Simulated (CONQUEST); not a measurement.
CsI under changes of volume

One of the cells (47.619 Å³/atom); the others are scaled copies at fixed shape and fractional positions:

```
Cs I
1.0
     4.56670    0.00000    0.00000
     0.00000    4.56670    0.00000
     0.00000    0.00000    4.56670
Cs I
1 1
Direct
  0.00000 0.00000 0.00000
  0.50000 0.50000 0.50000
```

```yaml
Program: CONQUEST 1.3
Functional: PBE
Potentials_or_basis: PseudoDojo NC PBE, DZ, grid of 48 × 48 × 48 points
k_mesh: 6 × 6 × 6
Occupations: fermi-dirac, width 0.05 eV
Spin: no spin polarisation
```

```csv
volume (Å³/atom),energy over the lowest point (meV/atom),pressure (GPa),gap on the mesh (eV)
44.762,?,?,?
45.714,24.62,1.7,3.88
46.666,15.48,1.3,3.80
47.619,8.80,1.0,3.72
48.571,4.06,0.6,3.65
49.523,1.31,0.3,3.57
50.476,0.00,0.1,3.51
```

Task: What does the run at 44.762 Å³/atom give?

Result: Energy over the lowest point 36.17 meV/atom; pressure 2.1 GPa; gap on the mesh 3.97 eV.

Worked out: A Birch-Murnaghan fit of order 3 (a polynomial in V^(-2/3)) to the other rows has its minimum at 50.88 Å³/atom, just outside them, with B0 = V·E''(V) = 11.5 GPa and B' = 6.8. It gives 36.49 meV/atom at 44.762 Å³/atom, against the run's 36.17, and -dE/dV = 2.3 GPa, against 2.1. A straight line through the other rows of the gap, of slope -3.76 eV per unit of ln V, extrapolates to 3.96 eV, against the run's 3.97.

Energies are extrapolated to zero smearing.

Caveats: the atomic basis is small; spin-orbit coupling is left out, which moves the levels of the heavy elements; the basis of atomic orbitals isn't converged, which shifts pressures, moduli and gaps.

A mesh can miss the band edges.
